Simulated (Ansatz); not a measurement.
# Co: the cost of one run

Method: DFT r2SCAN, PAW, plane waves, scalar-relativistic, in Ansatz 0.2.0.

The COD cell was measured well above room temperature, so it is larger than a cold one.

### Step 1. The structure to begin with

The structure is cubic, space group Fm-3m (No. 225). The conventional cell has a = 3.569 Å, b = 3.569 Å, c = 3.569 Å, α = 90.00°, β = 90.00°, γ = 90.00°. Co (site symmetry m-3m) has 12 Co at 2.52 Å as nearest neighbours.

Structure file:

```cif
data_structure
_symmetry_space_group_name_H-M 'Fm-3m'
_symmetry_Int_Tables_number 225
_cell_length_a 3.5688
_cell_length_b 3.5688
_cell_length_c 3.5688
_cell_angle_alpha 90.000
_cell_angle_beta 90.000
_cell_angle_gamma 90.000
_cell_volume 45.45
loop_
_atom_site_label
_atom_site_type_symbol
_atom_site_symmetry_multiplicity
_atom_site_Wyckoff_symbol
_atom_site_fract_x
_atom_site_fract_y
_atom_site_fract_z
_atom_site_occupancy
Co1 Co 4 a 0.00000 0.00000 0.00000 1
```

In tables a label like Co2 counts atoms in the order of input.yaml; a structure file may count by element.

The first starts: parallel moments, plain SCF; opposed moments +-, plain SCF; no spin polarisation; spin on, no moments given (the program may seed its own), plain SCF. Further starts follow from what these give.

A plain SCF has the search for lower states switched off and ends at the first converged state. Ends within 0.2 meV/atom and 0.1 μB count as one state.

Site moments are integrals over atomic spheres and don't add up to the total.

### Step 2. Parallel moments, plain SCF

Contents of input.yaml:

```yaml
crystal:
  lattice:
    - [0.0, -1.7844, -1.7844]
    - [-3.5688, -1.7844, -1.7844]
    - [0.0, 1.7844, -1.7844]
  atoms:
    - { symbol: Co, position: [0.0, 0.0, 0.0], spin: 3.0 }
    - { symbol: Co, position: [0.0, 0.5, 0.5], spin: 3.0 }
magnetization:
  spin_polarized: true
hamiltonian:
  xc: r2scan
  pseudopotentials: { kind: paw }
basis:
  ecutwfc: 500
kpoints:
  mp_grid: { grid: [14, 8, 11] }
scf:
  occupations: { method: fermi_dirac, width: 0.1 }
  lower_state_search: "off"
output:
  forces: true
  stress: true
```

What time and memory should one allow on 2 threads of an Arm CPU, shared host?

About 36 s, with a peak of 0.63 GiB.
